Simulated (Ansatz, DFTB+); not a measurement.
**C3H4N2: which of these isomers lies lowest?**

2 of its isomers, all singlets with charge 0: A = imidazole `c1c[nH]cn1`; B = pyrazole `c1cn[nH]c1`.

Shapes, held fixed at every level: PBE0-D4/def2-TZVP. Programs: Ansatz 0.2.0, DFTB+ 25.1.

A:

```xyz
9

C     0.0014    1.1391   -0.4663
C     0.7084   -0.0045   -0.7042
N     0.2034   -0.9242    0.1745
C    -0.7680   -0.3078    0.8910
N    -0.9151    0.9389    0.5289
H     0.1029    2.0943   -0.9573
H     1.4993   -0.2412   -1.3959
H     0.4993   -1.8794    0.2695
H    -1.3315   -0.8152    1.6597
```

B:

```xyz
9

C     0.2837    0.9532    0.1930
C     1.1222    0.0466   -0.4788
N     0.5494   -1.1376   -0.6216
N    -0.6452   -0.9989   -0.0490
C    -0.8565    0.2327    0.4550
H     0.4793    1.9809    0.4498
H     2.1179    0.2081   -0.8636
H    -1.2733   -1.7825   -0.0338
H    -1.7775    0.4976    0.9491
```

Enthalpies at 298 K in kJ/mol, with harmonic thermal terms from PBE0-D4/def2-TZVP. Measured gas-phase heats of formation: A CRC Handbook of Chemistry and Physics; B CRC Handbook of Chemistry and Physics.

```json
{"level": "DFTB3-D3(BJ)", "kind": "semi-empirical", "B − A": "+16.1"}
{"level": "HF/def2-SVP", "kind": "Hartree–Fock", "B − A": "+58.8"}
{"level": "r2SCAN-D4/def2-TZVPP", "kind": "meta-GGA", "B − A": "+41.9"}
{"level": "B3LYP-D4/def2-TZVPP", "kind": "global hybrid", "B − A": "+44.5"}
{"level": "r2SCAN0-D4/def2-TZVPP", "kind": "global hybrid", "B − A": "+45.0"}
{"level": "MP2/def2-TZVPP", "kind": "perturbation theory", "B − A": "+43.1"}
{"level": "CCSD/def2-SVP", "kind": "coupled cluster or CI", "B − A": "+48.8"}
{"level": "CCSD(T)/def2-TZVPP", "kind": "coupled cluster or CI", "B − A": "+45.7"}
{"level": "CCSD(T)/CBS estimate", "kind": "coupled cluster or CI", "B − A": "+45.7"}
{"level": "measured", "kind": "experiment", "B − A": "+46.5"}
```

Experiment puts A lowest of these. All levels agree on that. Absolute errors: CCSD(T)/def2-TZVPP 0.8; CCSD(T)/CBS estimate 0.8; r2SCAN0-D4/def2-TZVPP 1.5; B3LYP-D4/def2-TZVPP 2.0; CCSD/def2-SVP 2.3; MP2/def2-TZVPP 3.4; r2SCAN-D4/def2-TZVPP 4.6; HF/def2-SVP 12.3; DFTB3-D3(BJ) 30.4 kJ/mol. The CBS estimate extrapolates MP2 from def2-TZVPP and def2-QZVPP and adds CCSD(T) − MP2 in the triple-zeta set, cores frozen.
